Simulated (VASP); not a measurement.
A run of VASP 6.6.1 is set up as follows.

Contents of INCAR:

```
SYSTEM = TaS2
PREC = Accurate
ENCUT = 520
EDIFF = 1E-6
ISMEAR = 0
SIGMA = 0.05
LREAL = .False.
LASPH = .True.
NELM = 100
ALGO = Fast
ISIF = 2
LWAVE = .False.
LCHARG = .False.
ISPIN = 2
MAGMOM = 0.5 0 0
LORBIT = 11
LMAXMIX = 4
LDAU = .True.
LDAUTYPE = 2
LDAUL = 2 -1
LDAUU = 8 0
LDAUJ = 0 0
LDAUPRINT = 1
GGA = PS
```

The input KPOINTS:

```
regular mesh
0
Gamma
  7 7 3
  0 0 0
```

File POSCAR:

```
TaS2
1.0
    3.3500014000      0.0000000000      0.0000000000
   -1.6750007000      2.9011863100      0.0000000000
    0.0000000000      0.0000000000      5.8599987400
Ta S
1 2
Direct
    0.0000000000      0.0000000000      0.0000000000
    0.3333333333      0.6666666667      0.2500000000
    0.6666666667      0.3333333333      0.7500000000
```

Potentials or basis: VASP PAW PBE potentials, release 64 (Ta_pv, S).

Run with:

```bash
$ cat potpaw_PBE.64/Ta_pv/POTCAR potpaw_PBE.64/S/POTCAR > POTCAR
$ mpirun -np 1 vasp_std > vasp.out
```

Problem. Estimate the pressure.

Solution. 14.2 GPa.

Problem. Predict the largest force.

Solution. 1.807 eV/Å.

Eigenvalues of the final occupation matrices:
```
    site  spin  trace               eigenvalues
site 1 d     1   1.10  0.16 0.19 0.19 0.28 0.28
site 1 d     2   0.95  0.14 0.15 0.15 0.26 0.26
```

Caveat: the PAW data sets were made with another functional, which shifts forces and pressure a little; this functional lacks dispersion, which binds the layers, so the pressure and a relaxed spacing across them are unreliable. The state reached can hang on the start; a lower one may exist.
